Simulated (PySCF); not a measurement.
## Core binding energy against partial charge

Species: gamma-butyrolactone, C₄H₆O₂.
Atom-mapped SMILES: `[O:1]=[C:2]1[CH2:3][CH2:4][CH2:5][O:6]1`

Binding energies: delta-SCF UKS SCAN, pcX-2 on the ionised atom, pcseg-1 elsewhere, spin-free X2C (PySCF). Charges: PBE0/pcSseg-1 ground-state density, for the ionised atom.

| atom | environment | C 1s (eV) | Mulliken (e) | IAO (e) | Hirshfeld (e) | ESP (e) |
| --- | --- | --- | --- | --- | --- | --- |
| C3 | sp3 carbon next to a carbonyl | 291.51 | -0.310 | -0.332 | -0.075 | -0.179 |
| C4 | ring CH2 carbon | 291.54 | -0.280 | -0.276 | -0.071 | -0.074 |
| C5 | sp3 carbon bound to oxygen | 292.83 | +0.071 | -0.058 | +0.012 | +0.076 |
| C2 | ester carbonyl carbon | 294.58 | +0.468 | +0.523 | +0.204 | +0.739 |

Problem. How well does each charge scheme correlate with the binding energies over these sites?

Solution. Mulliken: r = 1.00, slope 4.0 eV per e; Hirshfeld: r = 0.99, slope 11.0 eV per e; IAO: r = 0.99, slope 3.7 eV per e; ESP: r = 0.97, slope 3.4 eV per e. On 4 points no scheme stands out.

Problem. The point-charge model writes a binding energy as kq + V + constant, with V the potential of the other atoms' charges at the site. What does it give with the IAO charges?

Solution. V = Σ 14.40 eV Å × q/r over all other atoms: +4.98 eV at C3, +3.52 eV at C4, +0.70 eV at C5, -9.05 eV at C2. Fitting binding energy − V to q gives k = 19.8 eV per e and leaves an rms residual of 0.14 eV, against 0.18 eV for the fit on q alone. The model has no term for differences in relaxation between sites.

One conformer (not necessarily the lowest) at the PBE0-D3(BJ)/def2-SVP geometry, without solvent, vibrations or thermal averaging.
